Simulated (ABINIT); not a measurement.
# Ag (P-1) in ABINIT: single point with PBE+D3

Aim: the single point of Ag with PBE+D3.

All numbers are computed with ABINIT 10.8.3 (patched build); they aren't measurements. Logs are shortened: lines on timing, memory, paths and dates and some standing lists are left out, and cuts for length are marked. The log counts tension as positive stress, the text compression.

**1. The cell of the first run**

The typed cell holds 1 atom: a = 2.856 Å, b = 2.921 Å, c = 2.898 Å, α = 109.89°, β = 107.88°, γ = 109.47°.

This isn't the form of Ag at room conditions, which is fcc.

**2. Single point, PBE+D3 (cell stretched)**

run.abi reads:

```
pp_dirpath "./"
pseudos "Ag_ONCV_PBE-1.2.upf"

acell 3*1.0
rprim
    -3.0832245301     3.1658433687     3.0981146516
     3.1768989799    -3.1792735549     3.2052192875
     3.1386519630     3.2347009877    -3.1115448377
ntypat 1
znucl 47
natom 1
typat 1
xcart
     0.0000000000     0.0000000000     0.0000000000 Angstrom
chkprim 0
chksymtnons 0
tolsym 1.0e-6

ecut 26.0

kptopt 1
ngkpt 8 8 8
nshiftk 1
shiftk 0.0 0.0 0.0

ixc 11
vdw_xc 6

nband 14
occopt 3
tsmear 0.05 eV

nstep 100
tolvrs 1.0e-10

iomode 3
prtwf 0
prteig 0
prtebands 0
prtden 1
prtvha 1
prtvclmb 1
prtpot 1
prtelf 1
```

Potentials or basis: SG15 NC PBE v1.2.

Command:

```console
> abinit run.abi > log 2>&1
```

run.abo:

```text
.Version 10.8.3 of ABINIT
 Symmetries : space group P-1 (#  2); Bravais aP (primitive triclinic)
================================================================================
 Values of the parameters that define the memory need of the present run
     intxc =       0    ionmov =       0      iscf =       7    lmnmax =       6
     lnmax =       6     mgfft =      27  mpssoang =       3    mqgrid =    3001
     natom =       1  nloc_mem =       1    nspden =       1   nspinor =       1
    nsppol =       1      nsym =       2    n1xccc =       0    ntypat =       1
    occopt =       3   xclevel =       2
       mpw =         818          nfft =       19683          nkpt =         260
================================================================================
================================================================================

--------------------------------------------------------------------------------
------------- Echo of variables that govern the present computation ------------
--------------------------------------------------------------------------------
 -outvars: echo values of preprocessed input variables --------
            acell      1.0000000000E+00  1.0000000000E+00  1.0000000000E+00 Bohr
              amu      1.07868200E+02
          chkprim           0
      chksymtnons           0
             ecut      2.60000000E+01 Hartree
                       outvar_i_n : Printing only first  50 k-points.
              ixc          11
                       outvar_i_n : Printing only first  50 k-points.
         kptrlatt        8    0    0      0    8    0      0    0    8
          kptrlen      4.31756614E+01
            natom           1
            nband          14
            ngfft          27      27      27
             nkpt         260
            nstep         100
             nsym           2
           ntypat           1
                       prtocc : prtvol=0, do not print more k-points.
           occopt           3
        prtebands           0
           prteig           0
           prtelf           1
           prtpot           1
         prtvclmb           1
           prtvha           1
            prtwf           0
            rprim     -3.0832245301E+00  3.1658433687E+00  3.0981146516E+00
                       3.1768989799E+00 -3.1792735549E+00  3.2052192875E+00
                       3.1386519630E+00  3.2347009877E+00 -3.1115448377E+00
          spgroup           2
           tolsym      1.00000000E-06
           tolvrs      1.00000000E-10
           tsmear      1.83746611E-03 Hartree
            typat      1
           vdw_xc           6
                       outvars : Printing only first  50 k-points.
            znucl       47.00000

================================================================================

 chkinp: Checking input parameters for consistency.

================================================================================
== DATASET  1 ==================================================================

--- !DatasetInfo
iteration_state: {dtset: 1, }
dimensions: {natom: 1, nkpt: 260, mband: 14, nsppol: 1, nspinor: 1, nspden: 1, mpw: 818, }
cutoff_energies: {ecut:  26.0, pawecutdg:  -1.0, }
electrons: {nelect:   1.90000000E+01, charge:   0.00000000E+00, occopt:   3.00000000E+00, tsmear:   1.83746611E-03, }
meta: {optdriver: 0, ionmov: 0, optcell: 0, iscf: 7, paral_kgb: 0, }
...

 Exchange-correlation functional for the present dataset will be:
  GGA: Perdew-Burke-Ernzerhof functional - ixc=11
  J.P.Perdew, K.Burke, M.Ernzerhof, PRL 77, 3865 (1996)

 Real(R)+Recip(G) space primitive vectors, cartesian coordinates (Bohr,Bohr^-1):
 R(1)= -3.0832245  3.1658434  3.0981147  G(1)= -0.0037333  0.1566027  0.1590353
 R(2)=  3.1768990 -3.1792736  3.2052193  G(2)=  0.1560296 -0.0010232  0.1563253
 R(3)=  3.1386520  3.2347010 -3.1115448  G(3)=  0.1570098  0.1548728 -0.0020034
 Unit cell volume ucvol=  1.2736132E+02 bohr^3
 Angles (23,13,12)=  1.09889806E+02  1.07882786E+02  1.09469315E+02 degrees

 getcut: wavevector=  0.0000  0.0000  0.0000  ngfft=  27  27  27
         ecut(hartree)=     26.000   => boxcut(ratio)=   2.05454

--- Pseudopotential description ------------------------------------------------
- pspini: atom type   1  psp file is ./Ag_ONCV_PBE-1.2.upf
12 -101130 2 -1 602                           pspcod,pspxc,lmax,lloc,mmax
     nproj     2     2     2

   6.41324397E+02                                ecore*ucvol(ha*bohr**3)
--------------------------------------------------------------------------------

================================================================================

--- !BeginCycle
iteration_state: {dtset: 1, }
solver: {iscf: 7, nstep: 100, nline: 4, wfoptalg: 0, }
tolerances: {tolvrs: 1.00E-10, }
...

     iter   Etot(hartree)      deltaE(h)  residm     vres2
 ETOT  1  -143.79827456260    -1.438E+02 1.752E-01 1.922E+01
 ETOT  2  -143.82940252203    -3.113E-02 4.636E-02 1.227E+01
 ETOT  3  -143.83505377636    -5.651E-03 2.327E-03 1.535E-01
 ETOT  4  -143.83512000207    -6.623E-05 3.038E-03 1.040E-03
 ETOT  5  -143.83512025905    -2.570E-07 1.134E-03 4.708E-05
 ETOT  6  -143.83512028068    -2.163E-08 5.554E-04 8.300E-08
 ETOT  7  -143.83512028071    -2.876E-11 4.402E-04 5.017E-09
 ETOT  8  -143.83512028071    -1.734E-12 2.420E-04 7.914E-12

 At SCF step    8       vres2   =  7.91E-12 < tolvrs=  1.00E-10 =>converged.

 Compute ELF
--------------------------------------------------------------------------------

 Compute kinetic energy density

 Compute gradient of the electron density
 Electron Localization Function (ELF) [min:0;max:1]
)     Maximum=    7.5270E-01  at reduced coord.    0.0370    0.8519    0.8519
)     Minimum=    1.0650E-01  at reduced coord.    0.0000    0.0000    0.0000
   Integrated=    3.1750E+01

--------------------------------------------------------------------------------
 End of ELF section

 Cartesian components of stress tensor (hartree/bohr^3)
  sigma(1 1)=  2.14551335E-04  sigma(3 2)= -8.14039417E-06
  sigma(2 2)=  1.96822953E-04  sigma(3 1)= -1.68702554E-05
  sigma(3 3)=  2.16364115E-04  sigma(2 1)= -1.34506152E-05

--- !ResultsGS
iteration_state: {dtset: 1, }
comment   : Summary of ground state results
lattice_vectors:
- [ -3.0832245,   3.1658434,   3.0981147, ]
- [  3.1768990,  -3.1792736,   3.2052193, ]
- [  3.1386520,   3.2347010,  -3.1115448, ]
lattice_lengths: [   5.39696,    5.52032,    5.47687, ]
lattice_angles: [109.890, 107.883, 109.469, ] # degrees, (23, 13, 12)
lattice_volume:   1.2736132E+02
convergence: {deltae: -1.734E-12, res2:  7.914E-12, residm:  2.420E-04, diffor: null, }
etotal    :  -1.43835120E+02
entropy   :   0.00000000E+00
fermie    :   3.17864604E-01
cartesian_stress_tensor: # hartree/bohr^3
- [  2.14551335E-04,  -1.34506152E-05,  -1.68702554E-05, ]
- [ -1.34506152E-05,   1.96822953E-04,  -8.14039417E-06, ]
- [ -1.68702554E-05,  -8.14039417E-06,   2.16364115E-04, ]
pressure_GPa:  -6.1562E+00
xred      :
- [  0.0000E+00,   0.0000E+00,   0.0000E+00, Ag]
cartesian_forces: # hartree/bohr
- [ -0.00000000E+00,  -0.00000000E+00,  -0.00000000E+00, ]
force_length_stats: {min:   0.00000000E+00, max:   0.00000000E+00, mean:   0.00000000E+00, }
...

 Integrated electronic density in atomic spheres:
 ------------------------------------------------
 Atom  Sphere_radius  Integrated_density
    1        2.00000         16.32179004
================================================================================

 ----iterations are completed or convergence reached----

 Mean square residual over all n,k,spin=   17.149E-08; max=  24.201E-05
 reduced coordinates (array xred) for    1 atoms
       0.000000000000      0.000000000000      0.000000000000
 rms dE/dt=  0.0000E+00; max dE/dt=  0.0000E+00; dE/dt below (all hartree)
    1       0.000000000000      0.000000000000      0.000000000000

 cartesian coordinates (angstrom) at end:
    1      0.00000000000000     0.00000000000000     0.00000000000000

 cartesian forces (hartree/bohr) at end:
    1     -0.00000000000000    -0.00000000000000    -0.00000000000000
 frms,max,avg= 0.0000000E+00 0.0000000E+00   0.000E+00  0.000E+00  0.000E+00 h/b

 cartesian forces (eV/Angstrom) at end:
    1     -0.00000000000000    -0.00000000000000    -0.00000000000000
 frms,max,avg= 0.0000000E+00 0.0000000E+00   0.000E+00  0.000E+00  0.000E+00 e/A
 length scales=  1.000000000000  1.000000000000  1.000000000000 bohr
              =  0.529177210544  0.529177210544  0.529177210544 angstroms
 Fermi (or HOMO) energy (hartree) =   0.31786   Average Vxc (hartree)=  -0.43896
 Eigenvalues (hartree) for nkpt= 260  k points:
 kpt#   1, nband= 14, wtk=  0.00195, kpt=  0.0000  0.0000  0.0000 (reduced coord)
  -3.06285   -1.71765   -1.71725   -1.71688    0.05391    0.13887    0.14561    0.14878
   0.18489    0.18728    0.95567    0.96529    0.97871    1.12057
      occupation numbers for kpt#   1
   2.00000    2.00000    2.00000    2.00000    2.00000    2.00000    2.00000    2.00000
   2.00000    2.00000    0.00000    0.00000    0.00000    0.00000
 prteigrs : prtvol=0 or 1, do not print more k-points.

--- !EnergyTerms
iteration_state     : {dtset: 1, }
comment             : Components of total free energy in Hartree
kinetic             :  4.80671036246498E+01
hartree             :  3.47379054092094E+01
xc                  : -1.35560173652704E+01
Ewald energy        : -1.03612058883934E+02
psp_core            :  5.03547242692904E+00
local_psp           : -1.07403297724021E+02
non_local_psp       : -7.08733570880942E+00
VdWaals_dft_d       : -1.66185495614824E-02
internal            : -1.43834846770808E+02
'-kT*entropy'       : -2.73509901287866E-04
total_energy        : -1.43835120280710E+02
total_energy_eV     : -3.91395301369553E+03
band_energy         : -1.46344210920474E+01
...

 Cartesian components of stress tensor (hartree/bohr^3)
  sigma(1 1)=  2.14551335E-04  sigma(3 2)= -8.14039417E-06
  sigma(2 2)=  1.96822953E-04  sigma(3 1)= -1.68702554E-05
  sigma(3 3)=  2.16364115E-04  sigma(2 1)= -1.34506152E-05

-Cartesian components of stress tensor (GPa)         [Pressure= -6.1562E+00 GPa]
- sigma(1 1)=  6.31231820E+00  sigma(3 2)= -2.39498665E-01
- sigma(2 2)=  5.79073121E+00  sigma(3 1)= -4.96340050E-01
- sigma(3 3)=  6.36565203E+00  sigma(2 1)= -3.95730761E-01

== END DATASET(S) ==============================================================
================================================================================

 -outvars: echo values of variables after computation  --------
            acell      1.0000000000E+00  1.0000000000E+00  1.0000000000E+00 Bohr
           etotal     -1.4383512028E+02
            fcart     -0.0000000000E+00 -0.0000000000E+00 -0.0000000000E+00
            rprim     -3.0832245301E+00  3.1658433687E+00  3.0981146516E+00
                       3.1768989799E+00 -3.1792735549E+00  3.2052192875E+00
                       3.1386519630E+00  3.2347009877E+00 -3.1115448377E+00
           strten      2.1455133488E-04  1.9682295333E-04  2.1636411461E-04
                      -8.1403941656E-06 -1.6870255398E-05 -1.3450615182E-05
 Calculation completed.
```

Wall time 70 s (1 thread of Arm Neoverse V1, shared host); peak memory 0.09 GiB.

What came out:

```yaml
Free_energy: -3913.9530 eV
Pressure: -6.2 GPa
Band_gap_on_the_k_mesh: none (metal or under the smearing width)
Valence_electrons_inside_the_program's_atomic_spheres: Ag 16.32 (radii [1.0584] Å)
```

Caveat: pairwise dispersion overbinds metals, which lowers pressure and volume.
